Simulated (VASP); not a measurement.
# Al3Cu (P4/mmm) in VASP: equation of state

How stiff is Al3Cu in PBEsol, and what volume does it want? The cell is scaled to several volumes.

Everything below comes from runs of VASP 6.6.1. Logs are shortened: lines on timing, memory, paths and dates and some standing lists are left out, and cuts for length are marked.

## Step 1: The structure

The structure is tetragonal, space group P4/mmm (No. 123). The conventional cell has a = 2.778 Å, b = 2.778 Å, c = 7.513 Å, α = 90.00°, β = 90.00°, γ = 90.00°. Around Cu (site symmetry 4/mmm) lie 8 Al at 2.60 Å and 4 Cu at 2.78 Å. Al (site symmetry 4mm) is surrounded by 4 Cu at 2.60 Å and 8 Al at 2.78 to 2.85 Å. Al (site symmetry 4/mmm) is surrounded by 12 Al at 2.78 to 2.85 Å.

The cell comes from a database or a generator and needn't be the stable form of this composition.

## Step 2: Equation of state, PBEsol, 13.63 Å³/atom (volume scaled by 0.94)

File INCAR:

```
PREC = Accurate
ENCUT = 520
EDIFF = 1E-7
ISMEAR = -1
SIGMA = 0.05
LREAL = False
LASPH = True
NELM = 60
ALGO = Normal
ISIF = 2
LWAVE = False
LCHARG = False
GGA = PS
NBANDS = 18
```

File KPOINTS:

```
Automatic mesh
0
Gamma
  10 10 4
```

File POSCAR:

```
Al3Cu
1.0
    2.7216873630      0.0000000000      0.0000000000
    0.0000000000      2.7216873630      0.0000000000
    0.0000000000      0.0000000000      7.3600256096
Cu Al
1 3
Direct
    0.0000000000      0.0000000000      0.0000000000
    0.5000000000      0.5000000000      0.7738844900
    0.5000000000      0.5000000000      0.2261155100
    0.0000000000      0.0000000000      0.5000000000
```

Potentials or basis: VASP PAW PBE potentials, release 64 (Cu, Al).

Command:

```sh
cat potpaw_PBE.64/Cu/POTCAR potpaw_PBE.64/Al/POTCAR > POTCAR
mpirun -np 1 vasp_std > vasp.out
```

OUTCAR:

```text
PREC = Accurate
   ENCUT = 520
   EDIFF = 1E-7
   ISMEAR = -1
   LREAL = False
   LASPH = True
   NELM = 60
   ISIF = 2
   GGA = PS

 Found     63 irreducible k-points:

 Following reciprocal coordinates:
            Coordinates               Weight
  0.000000  0.000000  0.000000      1.000000
  0.100000  0.000000  0.000000      4.000000
  0.200000  0.000000  0.000000      4.000000
  0.300000  0.000000  0.000000      4.000000
  0.400000  0.000000  0.000000      4.000000
  0.500000  0.000000  0.000000      2.000000
   k-points           NKPTS =     63   k-points in BZ     NKDIM =     63   number of bands    NBANDS=     18
   number of dos      NEDOS =    301   number of ions     NIONS =      4
   total plane-waves  NPLWV =  22400
   dimension x,y,z NGX =    20 NGY =   20 NGZ =   56
   dimension x,y,z NGXF=    40 NGYF=   40 NGZF=  112
   ions per type =               1   3
   NGX,Y,Z   is equivalent  to a cutoff of  12.22, 12.22, 12.65 a.u.
   NGXF,Y,Z  is equivalent  to a cutoff of  24.43, 24.43, 25.30 a.u.
 SYSTEM =  unknown system
   PREC   = accura    normal or accurate (medium, high low for compatibility)
   ISTART =      0    job   : 0-new  1-cont  2-samecut
   ICHARG =      2    charge: 1-file 2-atom 10-const
   ISPIN  =      1    spin polarized calculation?
   LNONCOLLINEAR =      F non collinear calculations
   LSORBIT =      F    spin-orbit coupling
   LASPH  =      T    aspherical Exc in radial PAW
   ENCUT  =  520.0 eV  38.22 Ry    6.18 a.u.   5.06  5.06 13.68*2*pi/ulx,y,z
   NELM   =     60;   NELMIN=  2; NELMDL= -5     # of ELM steps
   EDIFF  = 0.1E-06   stopping-criterion for ELM
   LREAL  =      F    real-space projection
   EDIFFG = 0.1E-05   stopping-criterion for IOM
   NSW    =      0    number of steps for IOM
   IBRION =     -1    ionic relax: 0-MD 1-quasi-New 2-CG
   NFREE  =      0    steps in history (QN), initial steepest desc. (CG)
   ISIF   =      2    stress and relaxation
   ISYM   =      2    0-nonsym 1-usesym 2-fastsym
   POTIM  = 0.5000    time-step for ionic-motion
   TEBEG  =    0.0;   TEEND  =   0.0 temperature during run
   PSTRESS=    0.0 pullay stress
   NELECT =      20.0000    total number of electrons
   NUPDOWN=      -1.0000    fix difference up-down
   EMIN   =  10.00;   EMAX   =-10.00  energy-range for DOS
   EFERMI =   0.00;   METHOD = LEGACY
   ISMEAR =    -1;   SIGMA  =   0.05  broadening in eV -4-tet -1-fermi 0-gaus
   EFERMI_NEDOS =   21; number of points for ismear=-14 and -15
   IALGO  =     38    algorithm
   IMIX   =      4    mixing-type and parameters
     AMIX     =   0.40;   BMIX     =  1.00
     AMIX_MAG =   1.60;   BMIX_MAG =  1.00
  volume/ion in A,a.u.               =      13.63        91.98
  Fermi-wavevector in a.u.,A,eV,Ry     =   1.171924  2.214616 18.686331  1.373407
  Thomas-Fermi vector in A             =   2.308361
   LORBIT       =      0    0 simple, 1 ext, 2 COOP (PROOUT), +10 PAW based schemes
   GGA     = PS    functional components
   LHFCALC =     F    Hartree Fock is set to
   AEXX    =    0.0000 exact exchange contribution
   IVDW    =     0    specifies the selected vdW correction
   LEPSILON=     F    determine dielectric tensor
   LRPA    =     F    only Hartree local field effects (RPA)
 non-spin polarized calculation
  energy-cutoff  :      520.00
  volume of cell :       54.52
 maximum number of plane-waves:      1488
   NGX = 11   NGY = 11   NGZ = 27

 number of electron      19.9999989 magnetization

 Free energy of the ion-electron system (eV)
  ---------------------------------------------------
  ext. energy  EPLUGINS =         0.00000000
  ---------------------------------------------------
  free energy    TOTEN  =       -16.87796473 eV

  energy without entropy =      -16.86702696  energy(sigma->0) =      -16.87249584

 E-fermi :   9.2791     XC(G=0): -11.2595

 val. band max:        9.2640737307   @ k =   0.4000   0.3000   0.0000
 cond. band min:       9.2973004352   @ k =   0.3000   0.0000   0.2500
 fundamental gap:      0.0332267045
 Fermi energy:         9.2791479617

 k-point     1 :       0.0000    0.0000    0.0000
  band No.  band energies     occupation
      1      -2.5029      2.00000
      2       0.0558      2.00000
      3       0.3861      2.00000
      4       4.4429      2.00000
      5       4.5615      2.00000
      6       5.4253      2.00000
[... 10 lines left out ...]
     17      18.8097      0.00000
     18      18.8097      0.00000

 k-point     2 :       0.1000    0.0000    0.0000
  band No.  band energies     occupation
      1      -2.3013      2.00000
      2       0.2364      2.00000
      3       0.5882      2.00000
      4       4.4807      2.00000
      5       4.6181      2.00000
      6       5.2989      2.00000
[... 10 lines left out ...]
     17      19.0329      0.00000
     18      19.3052      0.00000

 k-point     3 :       0.2000    0.0000    0.0000
  band No.  band energies     occupation
      1      -1.7003      2.00000
      2       0.7696      2.00000
      3       1.1871      2.00000
      4       4.5666      2.00000
      5       4.7620      2.00000
      6       5.0434      2.00000
[... 10 lines left out ...]
     17      19.2588      0.00000
     18      19.6883      0.00000

 k-point     4 :       0.3000    0.0000    0.0000
  band No.  band energies     occupation
      1      -0.7118      2.00000
      2       1.6179      2.00000
      3       2.1544      2.00000
      4       4.6196      2.00000
      5       4.8044      2.00000
      6       4.8735      2.00000
[... 10 lines left out ...]
     17      19.6299      0.00000
     18      20.0402      0.00000

 k-point     5 :       0.4000    0.0000    0.0000
  band No.  band energies     occupation
      1       0.6396      2.00000
      2       2.6481      2.00000
      3       3.3743      2.00000
      4       4.0403      2.00000
      5       4.6472      2.00000
      6       4.8789      2.00000
[... 10 lines left out ...]
     17      20.8237      0.00000
     18      21.1527      0.00000

 k-point     6 :       0.5000    0.0000    0.0000
  band No.  band energies     occupation
      1       2.1753      2.00000
      2       2.4257      2.00000
      3       3.2717      2.00000
      4       4.3468      2.00000
      5       4.5992      2.00000
      6       4.9681      2.00000
[... 10 lines left out ...]
     17      20.6086      0.00000
     18      21.8838      0.00000

 [... further k-points ...]
[... 5 lines left out ...]
  --------------------------------------------------------------------------------------
  -------------------------------------------------------------------------------------
  Total        2.8693018      2.8693018      3.3688016      0.0000000      0.0000000      0.0000000
  in kB       84.3200807     84.3200807     98.9988644      0.0000000      0.0000000      0.0000000
  external PRESSURE =      89.2130086 kB  Pullay stress =       0.0000000 kB

 VOLUME and BASIS-vectors are now :
 -----------------------------------------------------------------------------
  energy-cutoff  :      520.00
  volume of cell :       54.52
      direct lattice vectors                 reciprocal lattice vectors
     2.721687363  0.000000000  0.000000000     0.367419129  0.000000000  0.000000000
     0.000000000  2.721687363  0.000000000     0.000000000  0.367419129  0.000000000
     0.000000000  0.000000000  7.360025610     0.000000000  0.000000000  0.135869092

 POSITION                                       TOTAL-FORCE (eV/Angst)
 -----------------------------------------------------------------------------------
      0.00000      0.00000      0.00000        -0.000000     -0.000000      0.000000
      1.36084      1.36084      5.69581        -0.000000      0.000000      0.093458
      1.36084      1.36084      1.66422         0.000000     -0.000000     -0.093458
      0.00000      0.00000      3.68001        -0.000000     -0.000000      0.000000
 -----------------------------------------------------------------------------------
    total drift:                                0.000000      0.000000     -0.000000

  FREE ENERGIE OF THE ION-ELECTRON SYSTEM (eV)
  ---------------------------------------------------
  free  energy   TOTEN  =       -16.8779647294 eV

  energy  without entropy=      -16.8670269582  energy(sigma->0) =      -16.87249584
```

Wall time 36 s (1 thread of Intel Xeon Platinum 8488C (Sapphire Rapids), shared host); peak memory 0.19 GiB.

Results:

- Free energy: -16.8780 eV
- Pressure: 8.9 GPa
- Largest force: 0.093 eV/Å
- Band gap on the k mesh: none (metal or under the smearing width)

Caveat: the PAW data sets were made with another functional, which shifts forces and pressure a little.

## Step 3: Equation of state, PBEsol, 13.92 Å³/atom (volume scaled by 0.96)

INCAR is that of step 2.

KPOINTS is that of step 2.

File POSCAR:

```
Al3Cu
1.0
    2.7408548069      0.0000000000      0.0000000000
    0.0000000000      2.7408548069      0.0000000000
    0.0000000000      0.0000000000      7.4118584836
Cu Al
1 3
Direct
    0.0000000000      0.0000000000      0.0000000000
    0.5000000000      0.5000000000      0.7738844900
    0.5000000000      0.5000000000      0.2261155100
    0.0000000000      0.0000000000      0.5000000000
```

Potentials or basis: VASP PAW PBE potentials, release 64 (Cu, Al).

Command:

```sh
cat potpaw_PBE.64/Cu/POTCAR potpaw_PBE.64/Al/POTCAR > POTCAR
mpirun -np 1 vasp_std > vasp.out
```

Run time: 38 s. Hardware: 1 thread of Intel Xeon Platinum 8488C (Sapphire Rapids), shared host; peak memory 0.19 GiB.

The run converged. Its results:

- Free energy: -16.9324 eV
- Pressure: 6.1 GPa
- Largest force: 0.128 eV/Å
- Band gap on the k mesh: none (metal or under the smearing width)

Caveat: the PAW data sets were made with another functional, which shifts forces and pressure a little.

## Step 4: Equation of state, PBEsol, 14.21 Å³/atom (volume scaled by 0.98)

INCAR is that of step 3.

KPOINTS is that of step 3.

File POSCAR:

```
Al3Cu
1.0
    2.7597578512      0.0000000000      0.0000000000
    0.0000000000      2.7597578512      0.0000000000
    0.0000000000      0.0000000000      7.4629763644
Cu Al
1 3
Direct
    0.0000000000      0.0000000000      0.0000000000
    0.5000000000      0.5000000000      0.7738844900
    0.5000000000      0.5000000000      0.2261155100
    0.0000000000      0.0000000000      0.5000000000
```

Command:

```sh
cat potpaw_PBE.64/Cu/POTCAR potpaw_PBE.64/Al/POTCAR > POTCAR
mpirun -np 1 vasp_std > vasp.out
```

It took 39 s on 1 thread of Intel Xeon Platinum 8488C (Sapphire Rapids), shared host; peak memory 0.21 GiB.

The run converged. Its results:

| Item | Value |
| --- | --- |
| Free energy | -16.9675 eV |
| Pressure | 3.6 GPa |
| Largest force | 0.159 eV/Å |
| Band gap on the k mesh | none (metal or under the smearing width) |

Caveat: the PAW data sets were made with another functional, which shifts forces and pressure a little.

## Step 5: Equation of state, PBEsol, 14.79 Å³/atom (volume scaled by 1.02)

INCAR is that of step 4.

KPOINTS is that of step 4.

File POSCAR:

```
Al3Cu
1.0
    2.7968060016      0.0000000000      0.0000000000
    0.0000000000      2.7968060016      0.0000000000
    0.0000000000      0.0000000000      7.5631624986
Cu Al
1 3
Direct
    0.0000000000      0.0000000000      0.0000000000
    0.5000000000      0.5000000000      0.7738844900
    0.5000000000      0.5000000000      0.2261155100
    0.0000000000      0.0000000000      0.5000000000
```

Command:

```sh
cat potpaw_PBE.64/Cu/POTCAR potpaw_PBE.64/Al/POTCAR > POTCAR
mpirun -np 1 vasp_std > vasp.out
```

Wall time 39 s (1 thread of Intel Xeon Platinum 8488C (Sapphire Rapids), shared host); peak memory 0.21 GiB.

The run converged. Its results:

```
Free energy            : -16.9870 eV
Pressure               : -0.8 GPa
Largest force          : 0.214 eV/Å
Band gap on the k mesh : none (metal or under the smearing width)
```

Caveat: the PAW data sets were made with another functional, which shifts forces and pressure a little.

## Step 6: Equation of state, PBEsol, 15.08 Å³/atom (volume scaled by 1.04)

INCAR is that of step 5.

KPOINTS is that of step 5.

File POSCAR:

```
Al3Cu
1.0
    2.8149675884      0.0000000000      0.0000000000
    0.0000000000      2.8149675884      0.0000000000
    0.0000000000      0.0000000000      7.6122753195
Cu Al
1 3
Direct
    0.0000000000      0.0000000000      0.0000000000
    0.5000000000      0.5000000000      0.7738844900
    0.5000000000      0.5000000000      0.2261155100
    0.0000000000      0.0000000000      0.5000000000
```

Potentials or basis: VASP PAW PBE potentials, release 64 (Cu, Al).

Command:

```sh
cat potpaw_PBE.64/Cu/POTCAR potpaw_PBE.64/Al/POTCAR > POTCAR
mpirun -np 1 vasp_std > vasp.out
```

Wall time 37 s (1 thread of Intel Xeon Platinum 8488C (Sapphire Rapids), shared host); peak memory 0.21 GiB.

It converged, with:

* Free energy: -16.9747 eV
* Pressure: -2.6 GPa
* Largest force: 0.240 eV/Å
* Band gap on the k mesh: none (metal or under the smearing width)

Caveat: the PAW data sets were made with another functional, which shifts forces and pressure a little.

## Step 7: Equation of state, PBEsol, 15.37 Å³/atom (volume scaled by 1.06)

INCAR is that of step 6.

KPOINTS is that of step 6.

File POSCAR:

```
Al3Cu
1.0
    2.8328978017      0.0000000000      0.0000000000
    0.0000000000      2.8328978017      0.0000000000
    0.0000000000      0.0000000000      7.6607624569
Cu Al
1 3
Direct
    0.0000000000      0.0000000000      0.0000000000
    0.5000000000      0.5000000000      0.7738844900
    0.5000000000      0.5000000000      0.2261155100
    0.0000000000      0.0000000000      0.5000000000
```

Command:

```sh
cat potpaw_PBE.64/Cu/POTCAR potpaw_PBE.64/Al/POTCAR > POTCAR
mpirun -np 1 vasp_std > vasp.out
```

Run time: 43 s. Hardware: 1 thread of Intel Xeon Platinum 8488C (Sapphire Rapids), shared host; peak memory 0.21 GiB.

Results (log left out):

| Property | Result |
| --- | --- |
| Free energy | -16.9499 eV |
| Pressure | -4.0 GPa |
| Largest force | 0.263 eV/Å |
| Band gap on the k mesh | none (metal or under the smearing width) |

Caveat: the PAW data sets were made with another functional, which shifts forces and pressure a little.

## Step 8: Equation of state, PBEsol

This step only gathers the single runs of the series.

Results:

| Property | Result |
| --- | --- |
| Equilibrium volume | 14.68 Å³/atom |
| Bulk modulus at fixed shape and positions | 103 GPa |
| Pressure derivative of the bulk modulus | 4.4 |

Energy against volume, from the lowest point:
```tsv
volume (Å³/atom)	energy (meV/atom)
13.630	27.25
13.920	13.63
14.210	4.86
14.500	0.47
14.790	0.00
15.080	3.06
15.370	9.27
```

Caveat: the cell was scaled at fixed shape and fractional positions, which overstates the stiffness of a crystal with free parameters, most of all of layers and chains; the PAW data sets were made with another functional, which shifts forces and pressure a little.
